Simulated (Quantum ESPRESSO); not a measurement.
# WC (Fm-3m) in Quantum ESPRESSO: a series of runs, part 2 of 2

Quantum ESPRESSO 7.5. The steps go on from the part before.

## (4) Projected density of states, PBEsol+U

pw.in

```
&CONTROL
  calculation = 'scf'
  prefix = 'pwscf'
  outdir = './tmp'
  pseudo_dir = './pseudo'
  tprnfor = .true.
  tstress = .true.
  disk_io = 'low'
/
&SYSTEM
  ibrav = 0
  nat = 2
  ntyp = 2
  ecutwfc = 56
  ecutrho = 448
  nbnd = 18
  occupations = 'smearing'
  smearing = 'fd'
  degauss = 0.00367493
/
&ELECTRONS
  conv_thr = 4d-10
  electron_maxstep = 120
  mixing_beta = 0.3
/
ATOMIC_SPECIES
W    183.8400 w_pbesol_v1.2.uspp.F.UPF
C     12.0110 c_pbesol_v1.2.uspp.F.UPF
CELL_PARAMETERS angstrom
   0.0000000000    2.1926840000    2.1926840000
   2.1926840000    0.0000000000    2.1926840000
   2.1926840000    2.1926840000    0.0000000000
ATOMIC_POSITIONS angstrom
W      0.0000000000    0.0000000000    0.0000000000
C      2.1926840000    2.1926840000    2.1926840000
K_POINTS automatic
10 10 10 0 0 0
HUBBARD {ortho-atomic}
U W-5d 2.0
```

nscf.in

```
&CONTROL
  calculation = 'nscf'
  prefix = 'pwscf'
  outdir = './tmp'
  pseudo_dir = './pseudo'
  disk_io = 'low'
/
&SYSTEM
  ibrav = 0
  nat = 2
  ntyp = 2
  ecutwfc = 56
  ecutrho = 448
  nbnd = 18
  occupations = 'tetrahedra_opt'
/
&ELECTRONS
  conv_thr = 1d-08
  electron_maxstep = 120
  mixing_beta = 0.3
  startingwfc = 'random'
/
ATOMIC_SPECIES
W    183.8400 w_pbesol_v1.2.uspp.F.UPF
C     12.0110 c_pbesol_v1.2.uspp.F.UPF
CELL_PARAMETERS angstrom
   0.0000000000    2.1926840000    2.1926840000
   2.1926840000    0.0000000000    2.1926840000
   2.1926840000    2.1926840000    0.0000000000
ATOMIC_POSITIONS angstrom
W      0.0000000000    0.0000000000    0.0000000000
C      2.1926840000    2.1926840000    2.1926840000
K_POINTS automatic
15 15 15 0 0 0
HUBBARD {ortho-atomic}
U W-5d 2.0
```

projwfc.in

```
&PROJWFC
  prefix = 'pwscf'
  outdir = './tmp'
  filpdos = 'p'
  Emin = 7
  Emax = 32
  DeltaE = 0.05
/
```

Potentials or basis: GBRV 1.5 PBEsol.

Run with:

```console
$ OMP_NUM_THREADS=1 mpirun -n 2 pw.x -nk 2 -in pw.in > pw.out
$ OMP_NUM_THREADS=1 mpirun -n 2 pw.x -nk 2 -in nscf.in > nscf.out
$ OMP_NUM_THREADS=1 mpirun -n 1 projwfc.x -in projwfc.in > projwfc.out
```

pw.out:

```text
This program is part of the open-source Quantum ESPRESSO suite
     for quantum simulation of materials; please cite
[... 6 lines left out ...]
     using ibrav=0 with symmetry is DISCOURAGED, use correct ibrav instead

     K-points division:     npool     =       2
     Subspace diagonalization in iterative solution of the eigenvalue problem:
     a serial algorithm will be used

     G-vector sticks info
     --------------------
     sticks:   dense  smooth     PW     G-vecs:    dense   smooth      PW
     Sum        1069     517    163                22899     7991    1459

     Using Slab Decomposition

     bravais-lattice index     =            0
     lattice parameter (alat)  =       5.8599  a.u.
     unit-cell volume          =     142.2836 (a.u.)^3
     number of atoms/cell      =            2
     number of atomic types    =            2
[... 476 lines left out ...]
    19.4036  21.6904  22.9523  23.7439  27.0033  30.9909  34.4363  36.2600
    39.7926  40.4209

          k = 0.3536 0.2121-0.0707 (  1008 PWs)   bands (ev):
[... 85 lines left out ...]
   -53.6930 -18.1540 -18.0553 -17.9486   9.0216  15.6176  15.7037  15.7180
    21.3913  22.9240  23.9987  25.0080  26.7353  32.7184  33.8207  35.2974
    38.0239  41.3849

     the Fermi energy is    21.7735 ev

!    total energy              =    -170.30626779 Ry
     estimated scf accuracy    <          4.0E-11 Ry
     smearing contrib. (-TS)   =      -0.00048504 Ry
     internal energy E=F+TS    =    -170.30578275 Ry

     The total energy is F=E-TS. E is the sum of the following terms:
     one-electron contribution =     -10.58112298 Ry
     hartree contribution      =      16.76040781 Ry
     xc contribution           =     -44.65071552 Ry
     ewald contribution        =    -132.01662479 Ry
     Hubbard energy            =       0.18227273 Ry

     convergence has been achieved in  10 iterations

     negative rho (up, down):  6.545E-02 0.000E+00

     Forces acting on atoms (cartesian axes, Ry/au):

     atom    1 type  1   force =     0.00000000   -0.00000000    0.00000000
     atom    2 type  2   force =    -0.00000000    0.00000000   -0.00000000

     Total force =     0.000000     Total SCF correction =     0.000000

     Computing stress (Cartesian axis) and pressure

     negative rho (up, down):  6.545E-02 0.000E+00
          total   stress  (Ry/bohr**3)                   (kbar)     P=      -90.65
  -0.00061622  -0.00000000  -0.00000000          -90.65       -0.00       -0.00
  -0.00000000  -0.00061622  -0.00000000           -0.00      -90.65       -0.00
  -0.00000000  -0.00000000  -0.00061622           -0.00       -0.00      -90.65

=------------------------------------------------------------------------------=
   JOB DONE.
=------------------------------------------------------------------------------=
```

nscf.out:

```text
This program is part of the open-source Quantum ESPRESSO suite
     for quantum simulation of materials; please cite
         "P. Giannozzi et al., J. Phys.:Condens. Matter 21 395502 (2009);
         "P. Giannozzi et al., J. Phys.:Condens. Matter 29 465901 (2017);
         "P. Giannozzi et al., J. Chem. Phys. 152 154105 (2020);
     in publications or presentations arising from this work. More details at

[... 133 lines left out ...]

     Number of k-points >= 100: set verbosity='high' to print the bands.

     the Fermi energy is    21.7068 ev
     (compare with:    21.7735 eV, computed in scf)

=------------------------------------------------------------------------------=
   JOB DONE.
=------------------------------------------------------------------------------=
```

projwfc.out:

```text
This program is part of the open-source Quantum ESPRESSO suite
     for quantum simulation of materials; please cite
         "P. Giannozzi et al., J. Phys.:Condens. Matter 21 395502 (2009);
         "P. Giannozzi et al., J. Phys.:Condens. Matter 29 465901 (2017);
[... 61 lines left out ...]
     Atom #   2: total charge =   4.2218, p =  3.2176, pz=  1.0725, px=  1.0725, py=  1.0725,
     Atom #   2: total charge =   4.2218, d =  0.0000, dz2=  0.0000, dxz=  0.0000, dyz=  0.0000, dx2-y2=  0.0000, dxy=  0.0000,
     Spilling Parameter:   0.0018

=------------------------------------------------------------------------------=
   JOB DONE.
=------------------------------------------------------------------------------=
```

Wall time 34 s (2 MPI ranks of Arm Neoverse V1, shared host); peak memory 0.28 GiB.

What came out:

```yaml
Free_energy: -2317.1348 eV
Pressure: -9.1 GPa
Band_gap_on_the_k_mesh: none (metal or under the smearing width)
Loewdin_charges: W +0.25; C -0.22 e
```

States per cell in windows of 0.5 eV (zero at the Fermi level; states under -8 eV left out):
| from (eV) | total | W#1 d wfc3 | C#2 p wfc2 | C#2 s wfc1 | W#1 p wfc5 | W#1 s wfc4 | W#1 p wfc2 |
| --- | --- | --- | --- | --- | --- | --- | --- |
| -8.0 | 0.38 | 0.14 | 0.16 | 0.01 | 0.02 | 0.03 | 0.00 |
| -7.5 | 0.39 | 0.14 | 0.18 | 0.01 | 0.03 | 0.02 | 0.01 |
| -7.0 | 0.29 | 0.11 | 0.13 | 0.01 | 0.02 | 0.01 | 0.00 |
| -6.5 | 1.29 | 0.60 | 0.54 | 0.01 | 0.11 | 0.00 | 0.02 |
| -6.0 | 1.33 | 0.68 | 0.53 | 0.01 | 0.08 | 0.00 | 0.01 |
| -5.5 | 0.59 | 0.32 | 0.24 | 0.00 | 0.02 | 0.00 | 0.00 |
| -5.0 | 0.37 | 0.19 | 0.16 | 0.00 | 0.01 | 0.00 | 0.00 |
| -4.5 | 0.26 | 0.13 | 0.12 | 0.00 | 0.01 | 0.00 | 0.00 |
| -4.0 | 0.18 | 0.09 | 0.09 | 0.00 | 0.01 | 0.00 | 0.00 |
| -3.5 | 0.14 | 0.07 | 0.07 | 0.00 | 0.01 | 0.00 | 0.00 |
| -3.0 | 0.21 | 0.11 | 0.09 | 0.00 | 0.01 | 0.00 | 0.00 |
| -2.5 | 0.30 | 0.17 | 0.11 | 0.00 | 0.01 | 0.00 | 0.00 |
| -2.0 | 0.31 | 0.21 | 0.09 | 0.00 | 0.00 | 0.00 | 0.00 |
| -1.5 | 0.34 | 0.25 | 0.07 | 0.01 | 0.00 | 0.00 | 0.00 |
| -1.0 | 0.38 | 0.29 | 0.07 | 0.01 | 0.00 | 0.01 | 0.00 |
| -0.5 | 0.49 | 0.37 | 0.09 | 0.01 | 0.00 | 0.01 | 0.00 |
| 0.0 | 0.52 | 0.41 | 0.08 | 0.01 | 0.00 | 0.01 | 0.00 |
| 0.5 | 0.82 | 0.66 | 0.11 | 0.02 | 0.01 | 0.01 | 0.00 |
| 1.0 | 0.81 | 0.67 | 0.11 | 0.02 | 0.01 | 0.01 | 0.00 |
| 1.5 | 0.79 | 0.56 | 0.17 | 0.02 | 0.01 | 0.03 | 0.00 |
| 2.0 | 1.32 | 1.00 | 0.25 | 0.01 | 0.00 | 0.04 | 0.00 |
| 2.5 | 0.27 | 0.16 | 0.08 | 0.01 | 0.01 | 0.01 | 0.00 |
| 3.0 | 0.27 | 0.15 | 0.08 | 0.02 | 0.01 | 0.02 | 0.00 |
| 3.5 | 0.29 | 0.15 | 0.08 | 0.02 | 0.01 | 0.03 | 0.00 |
| 4.0 | 0.27 | 0.13 | 0.07 | 0.02 | 0.01 | 0.03 | 0.00 |
| 4.5 | 0.25 | 0.12 | 0.07 | 0.03 | 0.01 | 0.02 | 0.00 |
| 5.0 | 0.43 | 0.19 | 0.08 | 0.08 | 0.03 | 0.05 | 0.00 |
| 5.5 | 0.43 | 0.17 | 0.08 | 0.09 | 0.04 | 0.03 | 0.00 |
| 6.0 | 0.49 | 0.18 | 0.09 | 0.12 | 0.05 | 0.02 | 0.00 |
| 6.5 | 0.48 | 0.16 | 0.10 | 0.11 | 0.06 | 0.01 | 0.00 |
| 7.0 | 0.34 | 0.09 | 0.08 | 0.06 | 0.06 | 0.02 | 0.00 |
| 7.5 | 0.26 | 0.06 | 0.07 | 0.04 | 0.04 | 0.03 | 0.00 |

Eigenvalues of the final occupation matrices:
```csv
site,spin,trace,eigenvalues
W 1 5d,each,2.29,0.44 0.44 0.47 0.47 0.47
```

Caveat: U without spin polarisation on a metal has little footing; the U is typed as a test and isn't derived for this compound.

## (5) Overview

| level | U | mixing beta | gap on the mesh (eV) | pressure (GPa) |
| --- | --- | --- | --- | --- |
| PBEsol | - | 0.5 | none | -9.5 |
| PBEsol+U | W d U = 1 eV | 0.3 | none | -9.3 |
| PBEsol+U | W d U = 2 eV | 0.3 | none | -9.1 |

Alike in all rows: task projected density of states; potentials or basis GBRV 1.5 PBEsol; no spin polarisation; cell as given; k mesh 10 × 10 × 10; cutoff (eV) 762; smearing fermi-dirac 0.05 eV.

Every run on the cell as given and a fine mesh finds a metal. The pressure there spans -9.5 GPa (PBEsol) to -9.1 GPa (PBEsol+U); a positive pressure means that this level wants a larger cell, a negative one a smaller.

Caveats: U without spin polarisation on a metal has little footing (some runs); the U is typed as a test and isn't derived for this compound (some runs).

Absolute energies hang on the potentials; compare differences alone.
